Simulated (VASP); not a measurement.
# What goes wrong when AlN is relaxed with a bad input, part 2 of 2

Some relaxations of AlN get a fault in the input on purpose. Which of them show, and how? The starting structure is a measured crystal structure from the Crystallography Open Database. The first relaxation on each setting starts from this cell expanded by 3 % in volume.

VASP 6.6.1.

Results so far: reference 10.46 Å³ an atom; a leftover external pressure of 100 kbar 10.00 Å³ an atom.

### Step 5. Relaxation with an ionic step far too long

Level of this step: PBEsol; plane waves and PAW (Al, N) (VASP).

A slip made on purpose: an ionic step far too long. Against step 2 the input has IBRION = 1 and POTIM = 2 (also changed: NELM and NSW).

The input, INCAR:

```
SYSTEM = AlN
PREC = Accurate
ENCUT = 520
EDIFF = 1E-06
NELM = 60
ISMEAR = 0
SIGMA = 0.03
LREAL = .FALSE.
ALGO = Normal
GGA = PS
NBANDS = 14
LORBIT = 11
LWAVE = .FALSE.
LCHARG = .FALSE.
KPAR = 8
IBRION = 1
NSW = 30
ISIF = 3
EDIFFG = -0.006
POTIM = 2
```

The input, POSCAR:

```
AlN
1.0
    3.1418039835      0.0000000000      0.0000000000
   -1.5709019918      2.7208820635      0.0000000000
    0.0000000000      0.0000000000      5.0272903343
Al N
2 2
Direct
    0.6666666667      0.3333333333      0.5000000000
    0.3333333333      0.6666666667      0.0000000000
    0.6666666667      0.3333333333      0.8850000000
    0.3333333333      0.6666666667      0.3850000000
```

The input, KPOINTS:

```
Automatic mesh
0
Gamma
9 9 4
0 0 0
```

The projector-augmented-wave data sets are Al and N (PBE family, release 64).

Run with:

```
$ mpirun -np 8 vasp_std
```

The log of the run:

```text
[... set-up lines as in an earlier step ...]
 entering main loop
       N       E                     dE             d eps       ncg     rms          rms(c)
[... 13 cycles as in an earlier step ...]
   1 F= -.31291580E+02 E0= -.31291580E+02  d E =-.312916E+02
[... from here on, the cycles between the ionic steps are left out ...]
   2 F= -.30227682E+02 E0= -.30227682E+02  d E =0.106390E+01
   3 F= -.31288364E+02 E0= -.31288364E+02  d E =-.106068E+01
   5 F= -.31308912E+02 E0= -.31308912E+02  d E =-.945224E+00
   7 F= -.31311599E+02 E0= -.31311599E+02  d E =-.114196E+00
   9 F= -.31311479E+02 E0= -.31311479E+02  d E =-.520431E-01
  11 F= -.31311840E+02 E0= -.31311840E+02  d E =-.257017E-01
  13 F= -.31312193E+02 E0= -.31312193E+02  d E =-.352604E-01
  15 F= -.31312490E+02 E0= -.31312490E+02  d E =-.175594E-01
  17 F= -.31312708E+02 E0= -.31312708E+02  d E =-.127395E-01
  19 F= -.31312812E+02 E0= -.31312812E+02  d E =-.733244E-02
  21 F= -.31312909E+02 E0= -.31312909E+02  d E =-.491887E-02
  23 F= -.31312957E+02 E0= -.31312957E+02  d E =-.367136E-02
  25 F= -.31313004E+02 E0= -.31313004E+02  d E =-.178299E-02
  27 F= -.31313022E+02 E0= -.31313022E+02  d E =-.151175E-02
  29 F= -.31313043E+02 E0= -.31313043E+02  d E =-.758697E-03
  30 F= -.31312455E+02 E0= -.31312455E+02  d E =0.588717E-03
 BRION: g(F)=  0.272E-02 g(S)=  0.707E-02 retain N=  2 mean eig= 0.11
 eig:   0.115  0.115
```

The job ended after 41 s (8 MPI ranks of Intel Xeon 6975P-C (Granite Rapids), shared host; peak memory 1.7 GiB).

OUTCAR, selected parts (step 5):

```text
  Total        0.1163830      0.1163830      0.3455934     -0.0000000     -0.0000000     -0.0000000
  in kB        4.4724212      4.4724212     13.2806301     -0.0000000     -0.0000000     -0.0000000
  external PRESSURE =       7.4084908 kB  Pullay stress =       0.0000000 kB

 POSITION                                       TOTAL-FORCE (eV/Angst)
 -----------------------------------------------------------------------------------
      1.55555      0.89810      2.49618         0.000000      0.000000     -0.059318
     -0.00000      1.79619      0.00921         0.000000      0.000000     -0.059318
      1.55555      0.89810      4.39271        -0.000000     -0.000000      0.059318
     -0.00000      1.79619      1.90575        -0.000000     -0.000000      0.059318
 -----------------------------------------------------------------------------------
    total drift:                               -0.000000      0.000000      0.000938

  FREE ENERGIE OF THE ION-ELECTRON SYSTEM (eV)
  ---------------------------------------------------
  free  energy   TOTEN  =       -31.3124546437 eV

  energy  without entropy=      -31.3124546437  energy(sigma->0) =      -31.31245464

[... 1 part as in an earlier step ...]

[... 2 further parts left out ...]
[key lines of the parts left out:]
E-fermi :   6.2716
```

The relaxation used up its 30 ionic steps (NSW) before forces and stress met EDIFFG.

### Step 6. Relaxation with a k mesh far too coarse

A slip made on purpose: a k mesh far too coarse. Against step 2 the input has a 2×2×2 mesh (also changed: NELM, NCORE and KPAR).

Edit INCAR of step 5 so:

```diff
@@ -14,7 +14,6 @@
 LCHARG = .FALSE.
-KPAR = 8
-IBRION = 1
-NSW = 30
+NCORE = 8
+IBRION = 2
+NSW = 50
 ISIF = 3
 EDIFFG = -0.006
-POTIM = 2
```

POSCAR is that of step 5.

The input, KPOINTS:

```
Automatic mesh
0
Gamma
2 2 2
0 0 0
```

Run with:

```
$ mpirun -np 8 vasp_std
```

The log of the run:

```text
[banner, memory and clock lines left out]
running    8 mpi-ranks, on    1 nodes
[...]
[... a notice as in an earlier step ...]

 [... a notice as in an earlier step ...]

 LDA part: xc-table for (Slater+PW92), standard interpolation
 POSCAR, INCAR and KPOINTS ok, starting setup
[...]
entering main loop
       N       E                     dE             d eps       ncg     rms          rms(c)
DAV:   1     0.445591022740E+02    0.44559E+02   -0.71424E+03   112   0.999E+02
DAV:   2    -0.307226693251E+02   -0.75282E+02   -0.66780E+02   150   0.199E+02
DAV:   3    -0.349457338881E+02   -0.42231E+01   -0.41992E+01   160   0.503E+01
DAV:   4    -0.349773287108E+02   -0.31595E-01   -0.31593E-01   118   0.497E+00
[...]
DAV:  10    -0.300498663171E+02   -0.36334E-03   -0.19287E-03   118   0.301E-01    0.138E-01
DAV:  11    -0.300498086747E+02    0.57642E-04   -0.12723E-04   148   0.886E-02    0.365E-02
DAV:  12    -0.300498096202E+02   -0.94543E-06   -0.48015E-06   124   0.199E-02
[...]
2 F= -.30123357E+02 E0= -.30123357E+02  d E =-.735476E-01
   3 F= -.30124449E+02 E0= -.30124449E+02  d E =-.746391E-01
   4 F= -.30170948E+02 E0= -.30170948E+02  d E =-.464990E-01
   5 F= -.30180627E+02 E0= -.30180627E+02  d E =-.561785E-01
   6 F= -.30181458E+02 E0= -.30181458E+02  d E =-.570091E-01
   7 F= -.30191879E+02 E0= -.30191879E+02  d E =-.104207E-01
   8 F= -.30191929E+02 E0= -.30191929E+02  d E =-.104713E-01
   9 F= -.30200619E+02 E0= -.30200619E+02  d E =-.869037E-02
  10 F= -.30267689E+02 E0= -.30267689E+02  d E =-.757600E-01
  11 F= -.30446450E+02 E0= -.30446450E+02  d E =-.254521E+00
  12 F= -.30399698E+02 E0= -.30399698E+02  d E =-.207769E+00
  13 F= -.30455256E+02 E0= -.30455256E+02  d E =-.263327E+00
  14 F= -.30457673E+02 E0= -.30457673E+02  d E =-.265744E+00
  15 F= -.30456482E+02 E0= -.30456482E+02  d E =-.264553E+00
  16 F= -.30510994E+02 E0= -.30510994E+02  d E =-.545112E-01
  17 F= -.30511204E+02 E0= -.30511204E+02  d E =-.547216E-01
  18 F= -.30516146E+02 E0= -.30516146E+02  d E =-.494251E-02
  19 F= -.30516192E+02 E0= -.30516192E+02  d E =-.498848E-02
  20 F= -.30516328E+02 E0= -.30516328E+02  d E =-.135695E-03
  21 F= -.30516350E+02 E0= -.30516350E+02  d E =-.157205E-03
[...]
reached required accuracy - stopping structural energy minimisation
```

Wall time 6.6 s (8 MPI ranks); peak memory 0.79 GiB.

OUTCAR, selected parts (step 6):

```text
  Total       -0.0039048     -0.0039048     -0.0084040      0.0000000     -0.0000000     -0.0000000
  in kB       -0.1607580     -0.1607580     -0.3459883      0.0000000     -0.0000000     -0.0000000
  external PRESSURE =      -0.2225014 kB  Pullay stress =       0.0000000 kB

 POSITION                                       TOTAL-FORCE (eV/Angst)
 -----------------------------------------------------------------------------------
      1.68025      0.97009      1.76054        -0.000000      0.000000      0.004500
     -0.00000      1.94018      3.75016         0.000000     -0.000000      0.004500
      1.68025      0.97009      3.75070         0.000000     -0.000000     -0.004500
     -0.00000      1.94018      1.76108        -0.000000      0.000000     -0.004500
 -----------------------------------------------------------------------------------
    total drift:                               -0.000000      0.000000      0.000222

  FREE ENERGIE OF THE ION-ELECTRON SYSTEM (eV)
  ---------------------------------------------------
  free  energy   TOTEN  =       -30.5163496681 eV

  energy  without entropy=      -30.5163496681  energy(sigma->0) =      -30.51634967

[... 1 part as in an earlier step ...]

[... 3 further parts left out ...]
[key lines of the parts left out:]
E-fermi :   7.9780
```

With a k mesh far too coarse the cell ends at 9.729 Å³ an atom, -6.97 % from the reference, in a cell of other symmetry than the reference's; the bulk modulus is 218.4 GPa against 202.3 GPa.

### Step 7. The runs compared

```tsv
run	ended	volume (Å³/atom)	change (%)	bulk modulus (GPa)	pressure left (GPa)	core minutes
reference	converged	10.458	-	202.3	0.06	1.68
only the volume free (ISIF = 7)	not converged	-	-	-	-	4.27
a leftover external pressure of 100 kbar	converged	9.998	-4.4	-	9.92	1.28
an ionic step far too long	not converged	-	-	-	-	5.47
a k mesh far too coarse	converged	9.729	-6.97	218.4	-0.02	0.88
```

Core minutes are wall time times ranks, summed over the relaxations behind a row (those for a bulk modulus apart), on shared hosts.

### Step 8. Summary of results

```yaml
volume_of_the_reference: 10.46 Å³/atom
volume_against_the_reference_a_leftover_external_pressure_of_100_kbar: -4.40 %
volume_against_the_reference_a_k_mesh_far_too_coarse: -6.97 %
run_with_only_the_volume_free: not converged
run_with_an_ionic_step_far_too_long: not converged
```

What this shows: The runs with only the volume free (ISIF = 7) and an ionic step far too long didn't converge. Finished, but with signs in the output that stand out against the reference: a leftover external pressure of 100 kbar, with the volume changed by -4.4 % (signs: the Pulay stress that OUTCAR prints, which here is the typed pressure). Finished, and of the signs looked for here (warnings, stress, forces, entropy, moments, translations away from zero, imaginary modes) none stands out against the reference by the marks set here, though the cell is off: a k mesh far too coarse, with the volume changed by -7.0 %, in a cell of other symmetry than the reference's. The reference was restarted once and the runs with a slip weren't, so their cells may not have settled fully. Further runs on this material are not shown.

[Lines on the potential files, build, host, timing and source positions are cut from VASP's logs without a mark.]

[Logs are printed without paths, hosts, clocks, repeated set-up lines and the standing remarks that a program may print on its own settings, such as how far it seeks lower states.]

[Hosts, paths, dates, database ids (printed as entryN), source tags and the programs' standing remarks are cut or masked in the printed files.]
